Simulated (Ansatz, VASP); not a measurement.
# Two plane-wave programs on W

Contents of INCAR:

```
  PREC = Accurate
  ENCUT = 600
  EDIFF = 1E-7
  ISMEAR = 0
  SIGMA = 0.1
  LREAL = False
  LASPH = True
  NELM = 60
  ALGO = Fast
  ISIF = 3
  LWAVE = False
  LCHARG = False
  GGA = PS
  IBRION = 2
  NSW = 100
  EDIFFG = -0.002
```

Contents of KPOINTS:

```
Automatic mesh
0
Gamma
  18 18 18
```

File POSCAR:

```
W
1.0
   -1.5777232504      1.5777232504      1.5777232504
    1.5777232504     -1.5777232504      1.5777232504
    1.5777232504      1.5777232504     -1.5777232504
W
1
Direct
    0.0000000000      0.0000000000      0.0000000000
```

Input for Ansatz:

```yaml
crystal:
  lattice:
    - [-1.5777232504, 1.5777232504, 1.5777232504]
    - [1.5777232504, -1.5777232504, 1.5777232504]
    - [1.5777232504, 1.5777232504, -1.5777232504]
  atoms:
    - { symbol: W, position: [0.0, 0.0, 0.0] }
basis:
  ecutwfc: 420
kpoints:
  mp_grid: { grid: [18, 18, 18] }
hamiltonian:
  xc: pbesol
  pseudopotentials: { kind: paw, azcp: { folder: soft_1 } }
scf:
  occupations: { method: gaussian, width: 0.1 }
output:
  forces: true
  stress: true
  eigenvalues: true
  write_density: true
  write_potential: true
  elf: true
  volumetric_format: npy
relax:
  adjacent_minimum: "off"
  f_tol: 0.002
  max_steps: 80
  cell: { stress_tol: 0.02 }
```

Alike in both runs: task relaxation of cell and atoms; functional PBEsol; k mesh 18 × 18 × 18; occupations gaussian, width 0.1 eV; no spin polarisation.

|  | VASP | Ansatz |
| --- | --- | --- |
| version | VASP 6.6.1 | Ansatz 0.2.0 |
| potentials or method | VASP PAW PBE potentials, release 64 (W_sv) | scalar-relativistic, plane waves, PAW |
| plane-wave cutoff (eV) | 600 | 420 |
| valence electrons in the cell | 14 | 14 |

|  | VASP | Ansatz | Ansatz less VASP |
| --- | --- | --- | --- |
| gap on the k mesh at the Fermi level, each at its own relaxed structure (eV) | none | none | - |
| relaxed volume (Å³/atom) | 15.73 | 15.70 | -0.031 |
| relaxed cell length with the largest relative difference (Å) | 2.734 | 2.732 | -0.0018 |

A gap of «none» marks a metal or a gap that the smearing closes. Ansatz warned: «pseudo_functional_mismatch».

Caveats: the PAW data sets were made with another functional, which shifts forces and pressure a little (VASP). Spin-orbit coupling is left out, which matters for the levels of W.
